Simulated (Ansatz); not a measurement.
System: CsCl (CsCl type), 2 atoms in the cell.

```
Cs Cl
1.0
     4.20000    0.00000    0.00000
     0.00000    4.20000    0.00000
     0.00000    0.00000    4.20000
Cs Cl
1 1
Direct
  0.00000 0.00000 0.00000
  0.50000 0.50000 0.50000
```

These are results of Ansatz, PBE with spin–orbit coupling, all-electron LAPW, point nucleus, not measurements.

k-mesh 6×6×6 Γ-centred; Fermi–Dirac smearing of 0.02 eV.

Problem. How large is the gap on this mesh, is it direct, and where do the band edges lie (fractions of the reciprocal vectors of this cell)?

Solution. 4.97 eV, direct at (0.000, 0.000, 0.000).

Problem. List the levels near the gap at (0.000, 0.000, 0.000), (0.000, 0.000, 0.333), (0.000, 0.167, 0.333), (0.000, 0.333, -0.500), in eV from the top of the valence band (v1 is the highest filled band, c1 the lowest empty one).

Solution. 
```
                     k     v4     v3     v2     v1    c1    c2    c3
 (0.000, 0.000, 0.000)   0.00   0.00   0.00   0.00  4.97  4.97  5.38
 (0.000, 0.000, 0.333)  -0.24  -0.24  -0.16  -0.16  6.00  6.00  6.67
 (0.000, 0.167, 0.333)  -0.30  -0.30  -0.16  -0.16  6.22  6.22  6.78
(0.000, 0.333, -0.500)  -0.43  -0.43  -0.13  -0.13  6.07  6.07  6.31
```

Semilocal functionals give gaps that mostly lie well below measured ones.
